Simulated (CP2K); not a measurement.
MoP:

```
CELL_PARAMETERS angstrom
3.22300 0.00000 0.00000
-1.61150 2.79120 0.00000
0.00000 0.00000 3.19100
ATOMIC_POSITIONS crystal
Mo 0.00000 0.00000 0.00000
P 0.33333 0.66667 0.50000
```

Base run:

- Program: CP2K 2026.2
- Functional: PBE
- Potentials or basis: POTENTIAL_UZH Mo GTH-PBE-q14, P GTH-PBE-q5; TZVP-MOLOPT-PBE-GTH basis
- Density cutoff: 6123 eV
- k mesh: 10 × 10 × 8
- Occupations: fermi-dirac, width 0.05 eV
- Spin: no spin polarisation

Its results: band gap on the k mesh none (metal or under the smearing width); pressure 3.9 GPa.

Question: The run is repeated on the same cell with these changes: functional from PBE to PBEsol; occupations from fermi-dirac, width 0.05 eV to fermi-dirac, width 0.0259 eV. What comes out?

Answer: Band gap on the k mesh none (metal or under the smearing width); pressure -1.1 GPa.

Caveats: the basis of atomic orbitals isn't converged, which shifts pressures, moduli and gaps; the potentials were made for another functional, which shifts forces and pressure (some runs).
